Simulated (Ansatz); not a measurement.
Ge:

```
Ge
1.0
     1.48805   -2.59469    0.00000
     1.48805    2.59469    0.00000
     0.00000    0.00000    4.72760
Ge
2
Direct
  0.33345 0.66655 0.25000
  0.66655 0.33345 0.75000
```

This isn't the form of Ge at room conditions, which is diamond.

Base run:

| Quantity | Value |
| --- | --- |
| Program | Ansatz 0.2.0 |
| Functional | BLYP |
| Potentials or basis | Ansatz PAW |
| Cutoff | 420 eV (not typed: the program's choice for these potentials) |
| k mesh | 10 × 10 × 6 |
| Occupations | fermi-dirac, width 0.05 eV |
| Spin | no spin polarisation |

Its results: band gap on the k mesh none (metal or under the smearing width); pressure 11.3 GPa.

After a change of settings the same cell gave: band gap on the k mesh none (metal or under the smearing width); pressure -1.2 GPa. Which change was it?
A. functional from BLYP to revPBE
B. functional from BLYP to PBEsol
C. functional from BLYP to PBE; occupations from fermi-dirac, width 0.05 eV to gaussian, width 0.011 eV
D. functional from BLYP to LDA

D.

LDA binds more tightly than BLYP, so the same cell stands under less pressure.

Caveats: the PAW data sets come from PBE, with cores solved anew for the run's functional, which leaves a small shift of forces and pressure.
